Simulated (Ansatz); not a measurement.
Molecular dynamics on a 2×2×2 supercell (16 atoms) of RbBr (Fm-3m), relaxed with r2SCAN. Forces come from PBEsol in the plane-wave code Ansatz: a Nosé-Hoover thermostat at fixed volume, 600 K, steps of 3 fs. Spin polarisation is off, nuclei are classical, and the run is far too short for thermal averages.

```yaml
crystal:
  lattice:
    - [0.0, 6.9216640948, 6.9216640948]
    - [6.9216640948, 0.0, 6.9216640948]
    - [6.9216640948, 6.9216640948, 0.0]
  atoms:
    - { symbol: Rb, position: [0.0, 0.0, 0.0] }
    - { symbol: Br, position: [0.25, 0.25, 0.25] }
    - { symbol: Rb, position: [0.0, 0.0, 0.5] }
    - { symbol: Br, position: [0.25, 0.25, 0.75] }
    - { symbol: Rb, position: [0.0, 0.5, 0.0] }
    - { symbol: Br, position: [0.25, 0.75, 0.25] }
    - { symbol: Rb, position: [0.0, 0.5, 0.5] }
    - { symbol: Br, position: [0.25, 0.75, 0.75] }
    - { symbol: Rb, position: [0.5, 0.0, 0.0] }
    - { symbol: Br, position: [0.75, 0.25, 0.25] }
    - { symbol: Rb, position: [0.5, 0.0, 0.5] }
    - { symbol: Br, position: [0.75, 0.25, 0.75] }
    - { symbol: Rb, position: [0.5, 0.5, 0.0] }
    - { symbol: Br, position: [0.75, 0.75, 0.25] }
    - { symbol: Rb, position: [0.5, 0.5, 0.5] }
    - { symbol: Br, position: [0.75, 0.75, 0.75] }
kpoints:
  mp_grid: { grid: [2, 2, 2] }
hamiltonian:
  xc: pbesol
scf:
  occupations: { method: fermi_dirac, width: 0.052 }
md:
  ensemble: nvt_nose_hoover
  temperature: 600
  timestep: 3.0
  n_steps: 20
  initial_velocities: maxwell_boltzmann
  seed: 7446
```

Run as `ansatz run input.yaml --threads 4 --pin off --max-ram 3686MiB --backend cpu --events-out ev --progress --plain --runs-dir out`.

Question: What wall time did it need on 4 threads of Arm Neoverse N1, with other jobs on the host, and how much host memory at the peak?

Answer: About 2.8 min, with a peak of 1.8 GiB.

| step | t (fs) | T (K) | free energy F from step 0 (meV/atom) | kinetic energy (meV/atom) | largest force (eV/Å) |
| --- | --- | --- | --- | --- | --- |
| 0 | 0 | 600 | 0.0 | 72.7 | 0.00 |
| 1 | 3 | 599 | 0.1 | 72.6 | 0.04 |
| 2 | 6 | 596 | 0.4 | 72.3 | 0.07 |
| 3 | 9 | 592 | 1.0 | 71.7 | 0.11 |
| 4 | 12 | 586 | 1.7 | 71.0 | 0.16 |
| 5 | 15 | 578 | 2.7 | 70.0 | 0.20 |
| 6 | 18 | 568 | 3.9 | 68.8 | 0.25 |
| 7 | 21 | 556 | 5.3 | 67.4 | 0.30 |
| 8 | 24 | 543 | 6.9 | 65.8 | 0.35 |
| 9 | 27 | 528 | 8.8 | 64.0 | 0.41 |
| 10 | 30 | 512 | 10.8 | 62.0 | 0.47 |
| 11 | 33 | 494 | 13.1 | 59.9 | 0.54 |
| 12 | 36 | 475 | 15.5 | 57.5 | 0.61 |
| 13 | 39 | 454 | 18.0 | 55.1 | 0.68 |
| 14 | 42 | 433 | 20.8 | 52.5 | 0.75 |
| 15 | 45 | 411 | 23.6 | 49.8 | 0.82 |
| 16 | 48 | 389 | 26.5 | 47.1 | 0.90 |
| 17 | 51 | 366 | 29.4 | 44.3 | 0.97 |
| 18 | 54 | 344 | 32.3 | 41.6 | 1.04 |
| 19 | 57 | 322 | 35.2 | 39.0 | 1.10 |
| 20 | 60 | 301 | 38.0 | 36.4 | 1.16 |

The temperature goes from 600 K to 301 K in 60 fs. The thermostat hasn't had time to restore it. The atoms start on their lattice sites with kinetic energy alone, so much of it first passes into potential energy. By the last step the atoms have moved 0.22 Å in the root mean square, the drift of the whole cell taken out, 0.38 Å at most.

Positions (Å) and forces (eV/Å) at step 20:
```
Rb  -0.012   0.058   0.010    -0.177  -0.197   0.189
Br   3.594   3.577   3.340    -0.157  -0.283   0.057
Rb   3.377   3.530  -0.278     0.136   0.142   0.228
Br   6.835   6.888   3.555     0.168  -0.030  -0.014
Rb   3.547   0.208   3.388    -0.243  -0.193   0.077
Br   7.008   3.309   6.969    -0.192   0.271  -0.058
Rb   6.832   3.383   3.384     0.307   0.088   0.040
Br  10.311   6.996   6.930     0.066  -0.107  -0.032
Rb   0.119   3.717   3.540    -0.079  -1.146  -0.151
Br   3.220   7.210   6.924     0.305  -0.328   0.076
Rb   3.519   6.728   3.606    -0.012   0.455  -0.123
Br   6.962  10.141   6.807    -0.004   0.354   0.167
Rb   3.534   3.362   6.918    -0.039   0.137   0.061
Br   6.925   6.649  10.493    -0.053   1.026  -0.044
Rb   6.908   6.972   7.119    -0.029  -0.273  -0.240
Br  10.368  10.313  10.355     0.002   0.085  -0.234
```
